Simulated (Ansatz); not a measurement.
Consider a crystal of ZnS in space group P4_12_12 (No. 92), with Zn on 8b; S on 8b. The cell of ZnS is invented: 4-connected net, two elements alternating.

Theory: DFT PBE, scalar-relativistic, plane waves, PAW in Ansatz. Cutoff 420 eV, Γ-centred mesh, Gaussian smearing, no spin polarisation.

The zero of energy is the elements' standard structures at the same level; no fitted shifts are applied.

Question: Give the relaxed lattice parameters and positions.

Answer:

Space group P4_12_12 (No. 92). a = 4.369 Å, b = 4.369 Å, c = 16.979 Å, α = 90.00°, β = 90.00°, γ = 90.00°
```tsv
atom	site	symmetry	x	y	z
Zn	8b	1	0.1585	0.4888	0.3165
S	8b	1	0.9042	0.4948	0.4359
```

Zn is surrounded by 4 S at 2.31–2.50 Å; S has 4 Zn at 2.31–2.50 Å. Another local minimum with the same sites may exist.

Question: And its energy and gap?

Answer: The energy over the elements is −0.610 eV/atom. The gap on the 6×6×2 mesh of the 16-atom cell is 1.51 eV.

The last run used Gaussian smearing of 0.02 eV. Kohn–Sham gaps at this level usually fall short of measured ones. The reference form of S is held partly by dispersion forces, which this level lacks. Symmetry constrained the relaxation, so the result can be a saddle point. Another cell of ZnS relaxed alike, in Pm-3n, lies 107 meV/atom lower, so this cell isn't the stable form at this level.
